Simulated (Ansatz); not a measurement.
Runs of Ansatz 0.2.0 on I. Symmetry: Cmce, No. 64, orthorhombic system. Conventional cell: a = 7.270 Å, b = 4.790 Å, c = 9.793 Å, α = 90.00°, β = 90.00°, γ = 90.00°. I (site symmetry m) has 1 I at 2.68 Å as nearest neighbours. 

```tsv
task	level	cell	k mesh	cutoff (eV)	smearing	points for each segment of the path	gap on the mesh (eV)	pressure (GPa)	largest force (eV/Å)
band structure	RPBE	as given	7 × 7 × 3	420	fermi-dirac 0.05 eV	14	1.37	3.2	0.85
relaxation of cell and atoms	PBEsol+D4	relaxed	7 × 7 × 3	420	fermi-dirac 0.05 eV	-	(a)	0.0	0.01
band structure	HSE03	as given	4 × 4 × 2	420	fermi-dirac 0.05 eV	4	1.95	-	0.37
phonons	PBEsol	as given	6 × 6 × 3	420	fixed	-	(b)	-	-
```

Alike in all rows: potentials or basis Ansatz PAW; no spin polarisation.

Fill in the values left out.

(a) 0.74; (b) 1.27.

Caveats: spin-orbit coupling is left out, which moves the levels of the heavy elements; the PAW data sets come from PBE, with cores solved anew for the run's functional, which leaves a small shift of forces and pressure; odd divisions of the mesh miss points on the zone boundary, where band edges often lie, so the gap on the mesh can be too wide (some runs); the potentials were made for another functional, which shifts forces and pressure (some runs); the plane-wave basis is chosen anew once the cell has moved, so the energies of steps on either side of that aren't comparable (some runs); some modes are imaginary (some runs).

A k mesh can miss the band edges, and the runs leave out spin-orbit coupling on I.

Not every run made on this cell is shown here.
